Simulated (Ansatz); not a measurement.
# BN: the cost of one run

All numbers are computed with Ansatz 0.2.0 through its Python package. Level of theory: DFT PBEsol, plane waves, PAW.

## 1. The structure

It takes space group R3m (No. 160, trigonal). The conventional cell has a = 2.502 Å, b = 2.502 Å, c = 10.119 Å, α = 90.00°, β = 90.00°, γ = 120.00°. Around B (site symmetry 3m) lie 3 N at 1.44 Å. N (site symmetry 3m) has 3 B at 1.44 Å as nearest neighbours.

The script holds or builds the structure itself.

## 2. The script

File bn_compress.py:

```python
"""Volume and enthalpy of BN against pressure."""

import warnings

import ansatz
import numpy as np
import pandas as pd

def edges_and_angles(cell):
    cell = np.asarray(cell)
    a, b, c = np.linalg.norm(cell, axis=1)
    cosines = cell[1] @ cell[2] / (b * c), cell[0] @ cell[2] / (a * c), cell[0] @ cell[1] / (a * b)
    return (a, b, c, *np.degrees(np.arccos(cosines)))

warnings.simplefilter("ignore", ansatz.DeckWarning)

crystal = (
    ansatz.Lattice.from_parameters(2.50224, 2.50224, 10.1188, alpha=90, beta=90, gamma=120)
    .space_group(160)
    .atom("B", (0.0, 0.0, 0.00033))
    .atom("N", (2 / 3, 1 / 3, 0.00057))
    .primitive()
)

model = (
    crystal.calculation()
    .functional(ansatz.Functional.PBESOL)
    .pseudopotentials("paw")
    .basis(41 * ansatz.Ry)
    .kpoints(10, center="gamma")
    .occupations(ansatz.OccupationsMethod.FIXED)
)

# H = F + PV, with 1 GPa A^3 = 1/160.21766 eV
rows = []
for pressure in [0, 5, 10, 20]:
    result = model.relax(cell=True, pressure=pressure, max_steps=100).run(threads=1, backend="cpu")
    cell = result.lattice.cell_ang
    n_atoms = len(result.lattice.sites)
    volume = abs(np.linalg.det(cell)) / n_atoms
    enthalpy = result.report["free_energy_ev"] / n_atoms + pressure * volume / 160.21766
    rows.append((pressure, volume, enthalpy, *edges_and_angles(cell)))
    print(f"{pressure} GPa done: {volume:.4f} A^3/atom")

table = pd.DataFrame(rows, columns=["P_GPa", "V_A3_atom", "H_eV_atom", "a", "b", "c", "alpha", "beta", "gamma"])
print(table.round(4).to_string(index=False))
p, v = np.array([row[0] for row in rows], float), np.array([row[1] for row in rows])
print("mean bulk modulus between rows (GPa):", np.round(-np.diff(p) / np.diff(np.log(v)), 1))
```

## 3. The input behind the calls

The package turns the script's settings into the engine's input (first run):

```yaml
crystal:
  lattice:
    a: 2.50224
    b: 2.50224
    c: 10.1188
    alpha: 90.0
    beta: 90.0
    gamma: 120.0
  space_group: 160
  atoms:
    - { symbol: B, position: [0.0, 0.0, 0.00033] }
    - { symbol: "N", position: [0.6666666666666666, 0.3333333333333333, 0.00057] }
  reduce_to_primitive: true
basis:
  ecutwfc: 557.833418042754
kpoints:
  mp_grid:
    grid: [10, 10, 10]
    shift: [0.0, 0.0, 0.0]
hamiltonian:
  xc: pbesol
  pseudopotentials:
    kind: paw
scf:
  occupations:
    method: fixed
relax:
  max_steps: 100
  cell:
    p_target: 0.0
```

## 4. Running it

Started as:

```sh
python bn_compress.py
```

What time and memory should one allow on 1 thread of Arm Neoverse N1, shared host?

About 1.8 min, with a peak of 0.44 GiB.
